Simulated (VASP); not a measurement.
BN (Qingsongite), 2 atoms in the cell. The structure is cubic, space group F-43m (No. 216). Conventional cell: a = 3.630 Å, b = 3.630 Å, c = 3.630 Å, α = 90.00°, β = 90.00°, γ = 90.00°. Around B (site symmetry -43m) lie 4 N at 1.57 Å. Around N (site symmetry -43m) lie 4 B at 1.57 Å.  The cell isn't the ideal one: a relaxed cell with its volume scaled by 1.02.

```yaml
Program: VASP 6.6.1
Task: relaxation of the atoms
Functional: PBE
Dispersion: D3(BJ)
Potentials_or_basis: VASP PAW PBE potentials, release 64 (B, N)
Cutoff: 600 eV
k_mesh: 14 × 14 × 14
Occupations: gaussian, width 0.03 eV
Spin: no spin polarisation
Further_INCAR_settings: ALGO = Normal; EDIFF = 1e-07; IBRION = 2; EDIFFG = -0.01; NSW = 40
```

Potentials or basis: VASP PAW PBE potentials, release 64 (B, N).

Launch:

```console
$ cat potpaw_PBE.64/B/POTCAR potpaw_PBE.64/N/POTCAR > POTCAR
$ mpirun -np 1 vasp_std > vasp.out
```

Hardware: 1 thread of Intel(R) Xeon(R) 6975P-C (Granite Rapids), on a shared host.

Estimate the wall time of this run.

Run time: 4.7 s on 1 thread of Intel(R) Xeon(R) 6975P-C (Granite Rapids), with other jobs on the host, peak memory 0.14 GiB. Counts: scf iterations 13, k points 104, ion steps 1.
